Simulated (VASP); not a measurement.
# Mo (Im-3m) in VASP: a series of runs

The runs below take Mo through single point, with PBE.

Everything below comes from runs of VASP 6.6.1. Logs are shortened: lines on timing, memory, paths and dates and some standing lists are left out, and cuts for length are marked.

### Step 1. Starting point

Symmetry: Im-3m, No. 229, cubic system. The conventional cell has a = 3.147 Å, b = 3.147 Å, c = 3.147 Å, α = 90.00°, β = 90.00°, γ = 90.00°. Mo (site symmetry m-3m) is surrounded by 8 Mo at 2.73 Å.

### Step 2. Single point, PBE, non-collinear spin, zero start, spin-orbit coupling

INCAR reads:

```
SYSTEM = Mo
PREC = Accurate
ENCUT = 520
EDIFF = 1E-6
ISMEAR = -1
SIGMA = 0.1
LREAL = .FALSE.
LASPH = .TRUE.
NELM = 100
ALGO = Normal
ISIF = 2
LWAVE = .FALSE.
LCHARG = .TRUE.
MAGMOM = 0 0 0
LORBIT = 11
LSORBIT = .TRUE.
GGA_COMPAT = .FALSE.
LMAXMIX = 4
GGA = PE
LVHAR = .TRUE.
```

KPOINTS reads:

```
Automatic mesh
0
G
  20 20 20
  0 0 0
```

POSCAR reads:

```
Mo
1.0
   -1.5735000000      1.5735000000      1.5735000000
    1.5735000000     -1.5735000000      1.5735000000
    1.5735000000      1.5735000000     -1.5735000000
Mo
1
Direct
    0.0000000000      0.0000000000      0.0000000000
```

Potentials or basis: VASP PAW PBE potentials, release 64 (Mo_sv).

On the command line:

```sh
cat potpaw_PBE.64/Mo_sv/POTCAR > POTCAR
mpirun -np 1 vasp_ncl > vasp.out
```

OUTCAR:

```text
SYSTEM = Mo
   PREC = Accurate
   ENCUT = 520
   EDIFF = 1E-6
   ISMEAR = -1
   LREAL = .FALSE.
   LASPH = .TRUE.
   NELM = 100
   ISIF = 2
   LORBIT = 11
   LSORBIT = .TRUE.
   GGA = PE

 ion  position               nearest neighbor table
   1  0.000  0.000  0.000-

  LATTYP: Found a body centered cubic cell.
 ALAT       =     3.1470000000

  Lattice vectors:

 A1 = (  -1.5735000000,   1.5735000000,   1.5735000000)
 A2 = (   1.5735000000,  -1.5735000000,   1.5735000000)
 A3 = (   1.5735000000,   1.5735000000,  -1.5735000000)

Analysis of symmetry for initial positions (statically):
=====================================================================
 Subroutine PRICEL returns:
 Original cell was already a primitive cell.

 Routine SETGRP: Setting up the symmetry group for a
 body centered cubic supercell.

 Subroutine GETGRP returns: Found 48 space group operations
 (whereof 48 operations were pure point group operations)
 out of a pool of 48 trial point group operations.

The static configuration has the point symmetry O_h .

Analysis of symmetry for dynamics (positions and initial velocities):
=====================================================================
 Subroutine PRICEL returns:
 Original cell was already a primitive cell.

 Routine SETGRP: Setting up the symmetry group for a
 body centered cubic supercell.

 Subroutine GETGRP returns: Found 48 space group operations
 (whereof 48 operations were pure point group operations)
 out of a pool of 48 trial point group operations.

The dynamic configuration has the point symmetry O_h .

Analysis of structural, dynamic, and magnetic symmetry:
=====================================================================
 Subroutine PRICEL returns:
 Original cell was already a primitive cell.

 Routine SETGRP: Setting up the symmetry group for a
 body centered cubic supercell.

 Subroutine GETGRP returns: Found 48 space group operations
 (whereof 48 operations were pure point group operations)
 out of a pool of 48 trial point group operations.

The overall configuration has the point symmetry O_h .

 Subroutine INISYM returns: Found 48 space group operations
 (whereof 48 operations are pure point group operations),
 and found     1 'primitive' translations

----------------------------------------------------------------------------------------

                                     Primitive cell

  volume of cell :      15.5833

  direct lattice vectors                    reciprocal lattice vectors
    -1.573500000  1.573500000  1.573500000     0.000000000  0.317762949  0.317762949
     1.573500000 -1.573500000  1.573500000     0.317762949  0.000000000  0.317762949
     1.573500000  1.573500000 -1.573500000     0.317762949  0.317762949  0.000000000

  length of vectors
     2.725381946  2.725381946  2.725381946     0.449384672  0.449384672  0.449384672

  position of ions in fractional coordinates (direct lattice)
     0.000000000  0.000000000  0.000000000

  ion indices of the primitive-cell ions
   primitive index   ion index
                 1           1

----------------------------------------------------------------------------------------

 KPOINTS: Automatic mesh

Automatic generation of k-mesh.
 Grid dimensions read from file:
 generate k-points for:   20   20   20

 Generating k-lattice:

  Cartesian coordinates                     Fractional coordinates (reciprocal lattice)
     0.000000000  0.015888147  0.015888147     0.050000000  0.000000000  0.000000000
     0.015888147  0.000000000  0.015888147     0.000000000  0.050000000  0.000000000
     0.015888147  0.015888147  0.000000000     0.000000000  0.000000000  0.050000000

  Length of vectors
     0.022469234  0.022469234  0.022469234

  Shift w.r.t. Gamma in fractional coordinates (k-lattice)
     0.000000000  0.000000000  0.000000000

 Subroutine IBZKPT returns following result:
 ===========================================

 Found    256 irreducible k-points:

 Following reciprocal coordinates:
            Coordinates               Weight
  0.000000  0.000000  0.000000      1.000000
  0.050000  0.000000  0.000000     12.000000
  0.100000  0.000000  0.000000     12.000000
  0.150000  0.000000  0.000000     12.000000
  0.200000  0.000000  0.000000     12.000000
  0.250000  0.000000  0.000000     12.000000
[... 16 lines left out ...]
  0.200000  0.100000  0.000000     48.000000
  0.250000  0.100000  0.000000     48.000000
 [... further k-points ...]
   k-points           NKPTS =    256   k-points in BZ     NKDIM =    256   number of bands    NBANDS=     22
   number of dos      NEDOS =    301   number of ions     NIONS =      1
   total plane-waves  NPLWV =   8000
   dimension x,y,z NGX =    20 NGY =   20 NGZ =   20
   dimension x,y,z NGXF=    40 NGYF=   40 NGZF=   40
   ions per type =               1
   NGX,Y,Z   is equivalent  to a cutoff of  12.20, 12.20, 12.20 a.u.
   NGXF,Y,Z  is equivalent  to a cutoff of  24.40, 24.40, 24.40 a.u.
 SYSTEM =  Mo
   PREC   = accura    normal or accurate (medium, high low for compatibility)
   ISTART =      0    job   : 0-new  1-cont  2-samecut
   ICHARG =      2    charge: 1-file 2-atom 10-const
   ISPIN  =      1    spin polarized calculation?
   LNONCOLLINEAR =      T non collinear calculations
   LSORBIT =      T    spin-orbit coupling
   LASPH  =      T    aspherical Exc in radial PAW
   ENCUT  =  520.0 eV  38.22 Ry    6.18 a.u.   5.07  5.07  5.07*2*pi/ulx,y,z
   NELM   =    100;   NELMIN=  2; NELMDL= -5     # of ELM steps
   EDIFF  = 0.1E-05   stopping-criterion for ELM
   LREAL  =      F    real-space projection
   EDIFFG = 0.1E-04   stopping-criterion for IOM
   NSW    =      0    number of steps for IOM
   IBRION =     -1    ionic relax: 0-MD 1-quasi-New 2-CG
   NFREE  =      0    steps in history (QN), initial steepest desc. (CG)
   ISIF   =      2    stress and relaxation
   ISYM   =      2    0-nonsym 1-usesym 2-fastsym
   POTIM  = 0.5000    time-step for ionic-motion
   TEBEG  =    0.0;   TEEND  =   0.0 temperature during run
   PSTRESS=    0.0 pullay stress
   NELECT =      14.0000    total number of electrons
   NUPDOWN=      -1.0000    fix difference up-down
   EMIN   =  10.00;   EMAX   =-10.00  energy-range for DOS
   EFERMI =   0.00;   METHOD = LEGACY
   ISMEAR =    -1;   SIGMA  =   0.10  broadening in eV -4-tet -1-fermi 0-gaus
   EFERMI_NEDOS =   21; number of points for ismear=-14 and -15
   IALGO  =     38    algorithm
   IMIX   =      4    mixing-type and parameters
     AMIX     =   0.40;   BMIX     =  1.00
     AMIX_MAG =   1.60;   BMIX_MAG =  1.00
  volume/ion in A,a.u.               =      15.58       105.16
  Fermi-wavevector in a.u.,A,eV,Ry     =   1.579662  2.985128 33.951042  2.495331
  Thomas-Fermi vector in A             =   2.680007
   LORBIT       =     11    0 simple, 1 ext, 2 COOP (PROOUT), +10 PAW based schemes
   GGA     = PE    functional components
   LHFCALC =     F    Hartree Fock is set to
   AEXX    =    0.0000 exact exchange contribution
   IVDW    =     0    specifies the selected vdW correction
   LEPSILON=     F    determine dielectric tensor
   LRPA    =     F    only Hartree local field effects (RPA)
  energy-cutoff  :      520.00
  volume of cell :       15.58
 maximum number of plane-waves:       862
   NGX = 11   NGY = 11   NGZ = 11

 number of electron      14.0000000 magnetization       0.0000000      0.0000000      0.0000000

 number of electron      14.0000001 magnetization       0.0000000     -0.0000000     -0.0000000

 number of electron      14.0000001 magnetization      -0.0000000      0.0000000      0.0000000

 Free energy of the ion-electron system (eV)
  ---------------------------------------------------
  ext. energy  EPLUGINS =         0.00000000
  ---------------------------------------------------
  free energy    TOTEN  =       -11.04690903 eV

  energy without entropy =      -11.02671884  energy(sigma->0) =      -11.03681393

 E-fermi :  12.6525     XC(G=0): -13.4080

 val. band max:       12.6509132290   @ k =  -0.3000   0.3000   0.3000
 cond. band min:      12.6953160535   @ k =  -0.4500   0.5000   0.0500
 fundamental gap:      0.0444028245
 Fermi energy:        12.6524819447

 k-point     1 :       0.0000    0.0000    0.0000
  band No.  band energies     occupation
      1     -48.6373      1.00000
      2     -48.6373      1.00000
      3     -23.5959      1.00000
      4     -23.5959      1.00000
      5     -21.0670      1.00000
      6     -21.0670      1.00000
[... 14 lines left out ...]
     21      27.4806      0.00000
     22      27.4806      0.00000

 k-point     2 :       0.0500    0.0000    0.0000
  band No.  band energies     occupation
      1     -48.6309      1.00000
      2     -48.6309      1.00000
      3     -23.6102      1.00000
      4     -23.6102      1.00000
      5     -21.0961      1.00000
      6     -21.0961      1.00000
[... 14 lines left out ...]
     21      27.5660      0.00000
     22      27.5660      0.00000

 k-point     3 :       0.1000    0.0000    0.0000
  band No.  band energies     occupation
      1     -48.6122      1.00000
      2     -48.6122      1.00000
      3     -23.6523      1.00000
      4     -23.6523      1.00000
      5     -21.1790      1.00000
      6     -21.1790      1.00000
[... 14 lines left out ...]
     21      27.7813      0.00000
     22      27.7813      0.00000

 k-point     4 :       0.1500    0.0000    0.0000
  band No.  band energies     occupation
      1     -48.5830      1.00000
      2     -48.5830      1.00000
      3     -23.7202      1.00000
      4     -23.7202      1.00000
      5     -21.3038      1.00000
      6     -21.3038      1.00000
[... 14 lines left out ...]
     21      27.9871      0.00000
     22      27.9871      0.00000

 k-point     5 :       0.2000    0.0000    0.0000
  band No.  band energies     occupation
      1     -48.5460      1.00000
      2     -48.5460      1.00000
      3     -23.8097      1.00000
      4     -23.8097      1.00000
      5     -21.4538      1.00000
      6     -21.4538      1.00000
[... 417 lines left out ...]
 k-point    22 :       0.1500    0.1000    0.0000
  band No.  band energies     occupation
      1     -48.5313      1.00000
      2     -48.5313      1.00000
      3     -23.8440      1.00000
      4     -23.8440      1.00000
      5     -21.4993      1.00000
      6     -21.4993      1.00000
[... 14 lines left out ...]
     21      28.4304      0.00000
     22      28.4304      0.00000

 k-point    23 :       0.2000    0.1000    0.0000
  band No.  band energies     occupation
      1     -48.4920      1.00000
      2     -48.4920      1.00000
      3     -23.9419      1.00000
      4     -23.9419      1.00000
      5     -21.6418      1.00000
      6     -21.6418      1.00000
[... 14 lines left out ...]
     21      27.8268      0.00000
     22      27.8268      0.00000

 k-point    24 :       0.2500    0.1000    0.0000
  band No.  band energies     occupation
      1     -48.4524      1.00000
      2     -48.4524      1.00000
      3     -24.0434      1.00000
      4     -24.0434      1.00000
      5     -21.7784      1.00000
      6     -21.7784      1.00000
[... 14 lines left out ...]
     21      26.9298      0.00000
     22      26.9298      0.00000

 [... further k-points ...]

------------------------ aborting loop because EDIFF is reached ----------------------------------------

  FORCE on cell =-STRESS in cart. coord.  units (eV):
  Direction    XX          YY          ZZ          XY          YZ          ZX
  --------------------------------------------------------------------------------------
  -------------------------------------------------------------------------------------
  Total        0.4109773      0.4109773      0.4109773      0.0000000      0.0000000     -0.0000000
  in kB       42.2540346     42.2540346     42.2540346      0.0000000      0.0000000     -0.0000000
  external PRESSURE =      42.2540346 kB  Pullay stress =       0.0000000 kB

 VOLUME and BASIS-vectors are now :
 -----------------------------------------------------------------------------
  energy-cutoff  :      520.00
  volume of cell :       15.58
      direct lattice vectors                 reciprocal lattice vectors
    -1.573500000  1.573500000  1.573500000     0.000000000  0.317762949  0.317762949
     1.573500000 -1.573500000  1.573500000     0.317762949  0.000000000  0.317762949
     1.573500000  1.573500000 -1.573500000     0.317762949  0.317762949  0.000000000

 POSITION                                       TOTAL-FORCE (eV/Angst)
 -----------------------------------------------------------------------------------
      0.00000      0.00000      0.00000         0.000000      0.000000     -0.000000
 -----------------------------------------------------------------------------------
    total drift:                                0.000000     -0.000000      0.000000

  FREE ENERGIE OF THE ION-ELECTRON SYSTEM (eV)
  ---------------------------------------------------
  free  energy   TOTEN  =       -11.0469090284 eV

  energy  without entropy=      -11.0267188375  energy(sigma->0) =      -11.03681393

 Spin-Orbit-Coupling matrix elements

 Ion:    1  E_soc:     -0.2054591
 l=   1
     0.0000000    -0.0301057    -0.0301057
    -0.0301057     0.0000000    -0.0301057
    -0.0301057    -0.0301057     0.0000000
 l=   2
     0.0000000    -0.0010395     0.0000000    -0.0010395    -0.0030980
    -0.0010395     0.0000000    -0.0023235    -0.0010395    -0.0007745
     0.0000000    -0.0023235     0.0000000    -0.0023235     0.0000000
    -0.0010395    -0.0010395    -0.0023235     0.0000000    -0.0007745
    -0.0030980    -0.0007745     0.0000000    -0.0007745     0.0000000
 l=   3
     0.0000000     0.0000000     0.0000000     0.0000000     0.0000000     0.0000000     0.0000000
     0.0000000     0.0000000     0.0000000     0.0000000     0.0000000     0.0000000     0.0000000
     0.0000000     0.0000000     0.0000000     0.0000000     0.0000000     0.0000000     0.0000000
     0.0000000     0.0000000     0.0000000     0.0000000     0.0000000     0.0000000     0.0000000
     0.0000000     0.0000000     0.0000000     0.0000000     0.0000000     0.0000000     0.0000000
     0.0000000     0.0000000     0.0000000     0.0000000     0.0000000     0.0000000     0.0000000
     0.0000000     0.0000000     0.0000000     0.0000000     0.0000000     0.0000000     0.0000000

 total charge

# of ion       s       p       d       tot
------------------------------------------
    1        2.383   6.209   3.918  12.510

 magnetization (x)

# of ion       s       p       d       tot
------------------------------------------
    1       -0.000   0.000  -0.000  -0.000

 magnetization (y)

# of ion       s       p       d       tot
------------------------------------------
    1       -0.000   0.000  -0.000  -0.000

 magnetization (z)

# of ion       s       p       d       tot
------------------------------------------
    1        0.000  -0.000  -0.000  -0.000
```

Wall time 59 s (1 thread of Intel Xeon 6975P-C (Granite Rapids), shared host); peak memory 0.25 GiB.

What came out:

```
Free energy                                           : -11.0469 eV
Pressure                                              : 4.2 GPa
Net moment                                            : 0.00 μB per cell
Valence electrons inside the program's atomic spheres : Mo 12.51
```

Moments on the atoms (μB; x, y, z):
```
Mo  0.00 0.00 0.00
```

### Step 3. Single point, PBE

Edit INCAR of step 2 so:

```diff
@@ -13,8 +13,4 @@
 LCHARG = .TRUE.
-MAGMOM = 0 0 0
-LORBIT = 11
-LSORBIT = .TRUE.
-GGA_COMPAT = .FALSE.
-LMAXMIX = 4
 GGA = PE
+LELF = .TRUE.
 LVHAR = .TRUE.
```

KPOINTS is that of step 2.

POSCAR is that of step 2.

Potentials or basis: VASP PAW PBE potentials, release 64 (Mo_sv).

On the command line:

```sh
cat potpaw_PBE.64/Mo_sv/POTCAR > POTCAR
mpirun -np 1 vasp_std > vasp.out
```

Run time: 12 s. Hardware: 1 thread of Intel Xeon 6975P-C (Granite Rapids), shared host; peak memory 0.16 GiB.

Results (log left out):

```
Free energy            : -10.9441 eV
Pressure               : 4.1 GPa
Band gap on the k mesh : none (metal or under the smearing width)
```

Levels at points of the mesh, in eV from the Fermi level:
| k point | band 5 | band 6 | band 7 | band 8 | band 9 | band 10 |
| --- | --- | --- | --- | --- | --- | --- |
| (0.00, 0.00, 0.00) | -7.25 | -1.38 | -1.38 | -1.38 | 1.66 | 1.66 |
| (0.50, 0.00, 0.00) | -5.35 | -3.42 | 1.63 | 1.69 | 2.32 | 4.76 |
| (0.50, 0.50, 0.50) | -5.47 | -5.47 | 3.99 | 3.99 | 3.99 | 9.08 |
